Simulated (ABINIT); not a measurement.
# Fe (Im-3m) in ABINIT: single point with PBEsol

Aim: the single point of Fe with PBEsol.

Everything below comes from runs of ABINIT 10.8.3 (patched build). Logs are shortened: lines on timing, memory, paths and dates and some standing lists are left out, and cuts for length are marked. The log counts tension as positive stress, the text compression.

### Step 1. The structure

Symmetry: Im-3m, No. 229, cubic system. The conventional cell has a = 2.886 Å, b = 2.886 Å, c = 2.886 Å, α = 90.00°, β = 90.00°, γ = 90.00°. Fe (site symmetry m-3m) has 8 Fe at 2.50 Å as nearest neighbours.

### Step 2. Single point, PBEsol, collinear spin, ferromagnetic start

Input file run.abi:

```
pp_dirpath "./"
pseudos "Fe.upf"

acell 3*1.0
rprim
    -2.7268747978     2.7268747978     2.7268747978
     2.7268747978    -2.7268747978     2.7268747978
     2.7268747978     2.7268747978    -2.7268747978
ntypat 1
znucl 26
natom 1
typat 1
xred
     0.0000000000     0.0000000000     0.0000000000

ecut 1224.512381 eV

kptopt 1
ngkpt 13 13 13
nshiftk 1
shiftk 0.0 0.0 0.0

ixc -116133

nband 13
occopt 3
tsmear 0.00183747

nsppol 2
spinat
     0.0000000000     0.0000000000     5.0000000000

nstep 100
tolvrs 1.0e-10

iomode 3
prtwf 0
prtden 0
prteig 0
prtebands 0
```

Potentials or basis: PseudoDojo NC SR PBEsol v0.4.1 standard.

Command:

```
abinit run.abi > log 2>&1
```

run.abo:

```text
.Version 10.8.3 of ABINIT
 Symmetries : space group Im -3 m (#229); Bravais cI (body-center cubic)
================================================================================
 Values of the parameters that define the memory need of the present run
     intxc =       0    ionmov =       0      iscf =       7    lmnmax =       6
     lnmax =       6     mgfft =      30  mpssoang =       3    mqgrid =    3001
     natom =       1  nloc_mem =       1    nspden =       2   nspinor =       1
    nsppol =       2      nsym =      48    n1xccc =    2501    ntypat =       1
    occopt =       3   xclevel =       2
       mpw =        1188          nfft =       27000          nkpt =          84
================================================================================
================================================================================

--------------------------------------------------------------------------------
------------- Echo of variables that govern the present computation ------------
--------------------------------------------------------------------------------
 -outvars: echo values of preprocessed input variables --------
            acell      1.0000000000E+00  1.0000000000E+00  1.0000000000E+00 Bohr
              amu      5.58470000E+01
             ecut      4.50000000E+01 Hartree
                       outvar_i_n : Printing only first  50 k-points.
              ixc     -116133
                       outvar_i_n : Printing only first  50 k-points.
         kptrlatt       13    0    0      0   13    0      0    0   13
          kptrlen      6.14001140E+01
            natom           1
            nband          13
            ngfft          30      30      30
             nkpt          84
           nspden           2
           nsppol           2
            nstep         100
             nsym          48
           ntypat           1
                       prtocc : prtvol=0, do not print more k-points.
                       1.000000  1.000000  1.000000  1.000000  1.000000  1.000000
                       1.000000  1.000000  0.000000  0.000000  0.000000  0.000000
                       0.000000
                       1.000000  1.000000  1.000000  1.000000  1.000000  1.000000
                       1.000000  1.000000  0.000000  0.000000  0.000000  0.000000
                       0.000000
                       1.000000  1.000000  1.000000  1.000000  1.000000  1.000000
                       1.000000  1.000000  0.000000  0.000000  0.000000  0.000000
                       0.000000
                       1.000000  1.000000  1.000000  1.000000  1.000000  1.000000
                       1.000000  1.000000  0.000000  0.000000  0.000000  0.000000
                       0.000000
                       1.000000  1.000000  1.000000  1.000000  1.000000  1.000000
                       1.000000  1.000000  0.000000  0.000000  0.000000  0.000000
                       0.000000
                       1.000000  1.000000  1.000000  1.000000  1.000000  1.000000
                       1.000000  1.000000  0.000000  0.000000  0.000000  0.000000
[... 118 lines left out ...]
                       1.000000  1.000000  1.000000  1.000000  1.000000  1.000000
                       1.000000  1.000000  0.000000  0.000000  0.000000  0.000000
                       0.000000
                       1.000000  1.000000  1.000000  1.000000  1.000000  1.000000
                       1.000000  1.000000  0.000000  0.000000  0.000000  0.000000
[... 125 lines left out ...]

 ----iterations are completed or convergence reached----

 Mean square residual over all n,k,spin=   25.851E-08; max=  25.939E-05
 reduced coordinates (array xred) for    1 atoms
       0.000000000000      0.000000000000      0.000000000000
 rms dE/dt=  0.0000E+00; max dE/dt=  0.0000E+00; dE/dt below (all hartree)
    1       0.000000000000      0.000000000000      0.000000000000

 cartesian coordinates (angstrom) at end:
    1      0.00000000000000     0.00000000000000     0.00000000000000

 cartesian forces (hartree/bohr) at end:
    1     -0.00000000000000    -0.00000000000000    -0.00000000000000
 frms,max,avg= 0.0000000E+00 0.0000000E+00   0.000E+00  0.000E+00  0.000E+00 h/b

 cartesian forces (eV/Angstrom) at end:
    1     -0.00000000000000    -0.00000000000000    -0.00000000000000
 frms,max,avg= 0.0000000E+00 0.0000000E+00   0.000E+00  0.000E+00  0.000E+00 e/A
 length scales=  1.000000000000  1.000000000000  1.000000000000 bohr
              =  0.529177210544  0.529177210544  0.529177210544 angstroms
 Fermi (or HOMO) energy (hartree) =   0.44346   Average Vxc (hartree)=  -0.50253
 Magnetization (Bohr magneton)=  2.38069496E+00
 Total spin up =  9.19034748E+00   Total spin down =  6.80965252E+00
 Eigenvalues (hartree) for nkpt=  84  k points, SPIN UP:
 kpt#   1, nband= 13, wtk=  0.00046, kpt=  0.0000  0.0000  0.0000 (reduced coord)
  -2.77850   -1.53066   -1.53066   -1.53066    0.14234    0.35986    0.35986    0.35986
   0.40310    0.40310    1.32088    1.32088    1.32088
      occupation numbers for kpt#   1
   1.00000    1.00000    1.00000    1.00000    1.00000    1.00000    1.00000    1.00000
   1.00000    1.00000    0.00000    0.00000    0.00000
 prteigrs : prtvol=0 or 1, do not print more k-points.

 Eigenvalues (hartree) for nkpt=  84  k points, SPIN DOWN:
 kpt#   1, nband= 13, wtk=  0.00046, kpt=  0.0000  0.0000  0.0000 (reduced coord)
  -2.68114   -1.42880   -1.42880   -1.42880    0.14874    0.44346    0.44346    0.44346
   0.51185    0.51185    1.31633    1.31633    1.31633
      occupation numbers for kpt#   1
   1.00000    1.00000    1.00000    1.00000    1.00000    0.50037    0.50037    0.50037
   0.00000    0.00000    0.00000    0.00000    0.00000
 prteigrs : prtvol=0 or 1, do not print more k-points.

--- !EnergyTerms
iteration_state     : {dtset: 1, }
comment             : Components of total free energy in Hartree
kinetic             :  5.73546894647395E+01
hartree             :  3.14641284252976E+01
xc                  : -1.76019016776416E+01
Ewald energy        : -8.54131406973581E+01
psp_core            :  2.96852730037672E+00
local_psp           : -1.06971550643797E+02
non_local_psp       : -7.01617175882194E+00
internal            : -1.25215419587204E+02
'-kT*entropy'       : -3.61482194301943E-04
total_energy        : -1.25215781069399E+02
total_energy_eV     : -3.40729498277161E+03
band_energy         : -1.14420317842186E+01
...

 Cartesian components of stress tensor (hartree/bohr^3)
  sigma(1 1)=  5.30867500E-04  sigma(3 2)=  0.00000000E+00
  sigma(2 2)=  5.30867500E-04  sigma(3 1)=  0.00000000E+00
  sigma(3 3)=  5.30867500E-04  sigma(2 1)=  0.00000000E+00

-Cartesian components of stress tensor (GPa)         [Pressure= -1.5619E+01 GPa]
- sigma(1 1)=  1.56186611E+01  sigma(3 2)=  0.00000000E+00
- sigma(2 2)=  1.56186611E+01  sigma(3 1)=  0.00000000E+00
- sigma(3 3)=  1.56186611E+01  sigma(2 1)=  0.00000000E+00

== END DATASET(S) ==============================================================
================================================================================

 -outvars: echo values of variables after computation  --------
            acell      1.0000000000E+00  1.0000000000E+00  1.0000000000E+00 Bohr
           etotal     -1.2521578107E+02
            fcart     -0.0000000000E+00 -0.0000000000E+00 -0.0000000000E+00
            rprim     -2.7268747978E+00  2.7268747978E+00  2.7268747978E+00
                       2.7268747978E+00 -2.7268747978E+00  2.7268747978E+00
                       2.7268747978E+00  2.7268747978E+00 -2.7268747978E+00
           strten      5.3086749960E-04  5.3086749960E-04  5.3086749960E-04
                       0.0000000000E+00  0.0000000000E+00  0.0000000000E+00
 Calculation completed.
```

It took 58 s on 1 thread of Arm Neoverse V2, shared host; peak memory 0.1 GiB.

Results:

- Free energy: -3407.2950 eV
- Pressure: -15.6 GPa
- Band gap on the k mesh: none (metal or under the smearing width)
- Net moment: 2.38 μB per cell
- Site moments: Fe +2.42 μB
- Valence electrons inside the program's atomic spheres: Fe 14.06 (radii [1.0584] Å)
